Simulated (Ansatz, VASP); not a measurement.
# AlN: VASP beside Ansatz, part 2 of 2

One calculation is typed for both programs; each brings its own data sets and cutoff. How far apart do they land?

VASP 6.6.1 and Ansatz 0.2.0.

So far: Starting point; Ansatz: band structure, LDA; VASP: band structure, LDA.

The database entry behind the starting cell differs from later determinations by our own check (inner coordinate u about 0.002 short), so it need not match the best structure at ambient conditions.

**3. VASP: band structure, LDA (continued)**

Level of this step: LDA; plane waves and PAW (Al_GW, N_GW) (VASP).

Numbers of over 12 decimals in the logs are rounded to 6 here.

Parts of OUTCAR (step 3):

```text
ion  position               nearest neighbor table
   1  0.667  0.333  0.499-   4 1.89   4 1.89   4 1.89   3 1.90
   2  0.333  0.667  0.999-   3 1.89   3 1.89   3 1.89   4 1.90
   3  0.667  0.333  0.881-   2 1.89   2 1.89   2 1.89   1 1.90
   4  0.333  0.667  0.381-   1 1.89   1 1.89   1 1.89   2 1.90

  LATTYP: Found a hexagonal cell.
 ALAT       =     3.1130000000
 C/A-ratio  =     1.6000642467

 Subroutine GETGRP returns: Found 12 space group operations
 (whereof  6 operations were pure point group operations)

The static configuration has the point symmetry C_3v.
 The point group associated with its full space group is C_6v.

 Found     28 irreducible k-points:

   k-points           NKPTS =     28   k-points in BZ     NKDIM =     28   number of bands    NBANDS=     14

   dimension x,y,z NGX =    24 NGY =   24 NGZ =   36
   dimension x,y,z NGXF=    48 NGYF=   48 NGZF=   72

   ENCUT  =  450.0 eV  33.07 Ry    5.75 a.u.   5.38  5.38  8.62*2*pi/ulx,y,z

   NELECT =      16.0000    total number of electrons

 k-points in reciprocal lattice and weights: Automatic mesh
   0.00000000  0.00000000  0.00000000       0.005
   0.16666667  0.00000000  0.00000000       0.028
   0.33333333  0.00000000  0.00000000       0.028
   0.50000000  0.00000000  0.00000000       0.014
   0.16666667  0.16666667  0.00000000       0.028
   0.33333333  0.16666667  0.00000000       0.056
   0.33333333  0.33333333  0.00000000       0.009
   0.00000000  0.00000000  0.16666667       0.009
   0.16666667  0.00000000  0.16666667       0.056
[...]
0.33333333  0.16666667  0.50000000       0.056
   0.33333333  0.33333333  0.50000000       0.009

 average (electrostatic) potential at core
       1 -52.2293       2 -52.2293       3 -63.0340       4 -63.0340

 E-fermi :   5.0805

 k-point     1 :       0.0000    0.0000    0.0000
  band No.  band energies     occupation
    ...
      4       4.1393      2.00000
      5       4.1393      2.00000
      6       4.7997      2.00000
      7       4.7997      2.00000
      8       5.0229      2.00000
      9       9.2322      0.00000
     10      11.5403      0.00000
     11      15.4875      0.00000
     12      15.9438      0.00000
     13      15.9438      0.00000
    ...

 k-point     2 :       0.1667    0.0000    0.0000
  band No.  band energies     occupation
    ...
      4       2.7113      2.00000
      5       3.5171      2.00000
      6       3.7444      2.00000
      7       4.7187      2.00000
      8       4.8463      2.00000
      9      10.4744      0.00000
     10      12.5829      0.00000
     11      14.0584      0.00000
     12      14.6134      0.00000
     13      16.8672      0.00000
    ...

 k-point     3 :       0.3333    0.0000    0.0000
  band No.  band energies     occupation
    ...
      4       0.5464      2.00000
      5       1.6773      2.00000
      6       3.1487      2.00000
      7       4.1353      2.00000
      8       4.4583      2.00000
      9      11.1134      0.00000
     10      11.5885      0.00000
     11      12.8653      0.00000
     12      15.1573      0.00000
     13      16.2045      0.00000
    ...

  Total       -1.7002221     -1.7002221     -1.5962327      0.0000000      0.0000000      0.0000000
  in kB      -65.1644641    -65.1644641    -61.1788594      0.0000000      0.0000000      0.0000000
  external PRESSURE =     -63.8359292 kB  Pullay stress =       0.0000000 kB

  energy-cutoff  :      450.00
  volume of cell :       41.80
      direct lattice vectors                 reciprocal lattice vectors
     3.113000000  0.000000000  0.000000000     0.321233537  0.185464269  0.000000000
    -1.556500000  2.695937082  0.000000000     0.000000000  0.370928538  0.000000000
     0.000000000  0.000000000  4.981000000     0.000000000  0.000000000  0.200762899

 POSITION                                       TOTAL-FORCE (eV/Angst)
 -----------------------------------------------------------------------------------
      1.55650      0.89865      2.48578         0.000000      0.000000      0.000847
     -0.00000      1.79729      4.97628        -0.000000     -0.000000      0.000847
      1.55650      0.89865      4.38800         0.000000      0.000000     -0.000847
     -0.00000      1.79729      1.89750        -0.000000     -0.000000     -0.000847
 -----------------------------------------------------------------------------------
    total drift:                               -0.000000     -0.000000     -0.000317

  FREE ENERGIE OF THE ION-ELECTRON SYSTEM (eV)
  ---------------------------------------------------
  free  energy   TOTEN  =       -32.8696667656 eV

  energy  without entropy=      -32.8696667656  energy(sigma->0) =      -32.86966677

 total charge
# of ion       s       p       d       tot
------------------------------------------
    1        0.442   0.561   0.215   1.217
    2        0.442   0.561   0.215   1.217
    3        1.181   2.561   0.000   3.742
    4        1.181   2.561   0.000   3.742
--------------------------------------------------
tot          3.246   6.244   0.429   9.919

[... 3 further parts left out ...]
```

The run ends at a pressure of -6.38 GPa, with forces up to 8.5e-4 eV/Å.

**4. Side by side**

Known differences besides the potentials themselves: the two LDA forms differ slightly; the cutoff is 420 eV in Ansatz and 450 eV in VASP; VASP's log shows a relativistic correction to its local exchange, Ansatz's none. Total energies have different zeros and are not compared.

Compared:

```
                     quantity  Ansatz   VASP  difference
gap over the path points (eV)   4.210  4.209      +0.001
```

Levels at points of the path, from each program's valence-band top (eV; 4 filled, then empty):

```
k (reciprocal lattice)                                  Ansatz                                    VASP
     0.000 0.000 0.000  -0.88 -0.22 -0.22 0.00 4.21 6.53 10.47  -0.88 -0.22 -0.22 0.00 4.21 6.52 10.46
     0.136 0.000 0.000  -1.16 -1.16 -0.27 -0.11 5.14 7.35 9.48  -1.17 -1.16 -0.27 -0.11 5.14 7.34 9.48
     0.318 0.000 0.000  -3.19 -1.82 -0.79 -0.54 6.16 6.73 7.82  -3.20 -1.83 -0.80 -0.54 6.14 6.72 7.81
     0.500 0.000 0.000  -3.37 -2.11 -1.80 -0.70 5.66 5.69 8.07  -3.39 -2.12 -1.81 -0.71 5.64 5.68 8.06
     0.470 0.061 0.000  -3.34 -2.27 -1.81 -0.84 5.66 5.88 8.17  -3.35 -2.28 -1.82 -0.84 5.65 5.86 8.15
     0.409 0.182 0.000  -3.16 -3.07 -1.92 -1.67 5.33 7.17 8.83  -3.18 -3.08 -1.93 -1.67 5.31 7.17 8.82
     0.348 0.303 0.000  -3.78 -2.56 -2.44 -2.26 4.94 8.17 9.43  -3.79 -2.58 -2.45 -2.27 4.92 8.17 9.43
     0.303 0.303 0.000  -3.58 -2.77 -2.35 -2.07 5.01 8.10 9.33  -3.59 -2.79 -2.36 -2.08 4.99 8.10 9.33
     0.182 0.182 0.000  -3.63 -1.91 -1.06 -0.73 6.97 6.99 8.34  -3.64 -1.92 -1.07 -0.74 6.96 6.98 8.34
     0.061 0.061 0.000  -1.18 -0.73 -0.28 -0.06 4.82 7.09 9.90  -1.19 -0.73 -0.28 -0.07 4.82 7.07 9.90
```

Among the levels compared at these points, filled levels agree within 21 meV and empty ones within 20 meV. Not compared: the pressure (VASP's GW data sets at this cutoff don't carry it).

**5. What the set-up changes**

Further runs change the set-up of one program: Ansatz's method, potentials or start, or VASP's data sets, cutoff or form of LDA. The table gives Ansatz less VASP for each quantity, since a change that brings one quantity closer may part another.

```
                                        run  gap over the path points (eV)
                                   as above                         7.0e-4
                       cores kept as stored                         0.0080
          Ansatz's all-electron LAPW method                         0.0015
   Ansatz's larger PAW set (cutoff 1050 eV)                         0.0024
norm-conserving potentials (cutoff 1143 eV)                          0.018
```

**6. What came out**

* difference in gap over the path points (band structure, LDA): 7.0e-4 eV

In words: The difference in gap over the path points is 7.0e-4 eV (band structure, LDA), within the 0.08 eV picked in this series as the mark of a large difference. Band structure, LDA, cores kept as stored: the difference in gap over the path points goes from 7.0e-4 to 0.0080 eV. Band structure, LDA, Ansatz's all-electron LAPW method: the difference in gap over the path points goes from 7.0e-4 to 0.0015 eV. Band structure, LDA, Ansatz's larger PAW set (cutoff 1050 eV): the difference in gap over the path points goes from 7.0e-4 to 0.0024 eV. 1 further run of this series is not shown here. How closely two codes agree says nothing of how well the functional describes the real material.

[Lines on the potential files, build, host, timing and source positions are cut from VASP's logs without a mark.]

[Logs are printed without paths, hosts, clocks, repeated set-up lines and the standing remarks that a program may print on its own settings, such as how far it seeks lower states.]

[Hosts, paths, dates, database ids (printed as entryN), source tags and the programs' standing remarks are cut or masked in the printed files.]
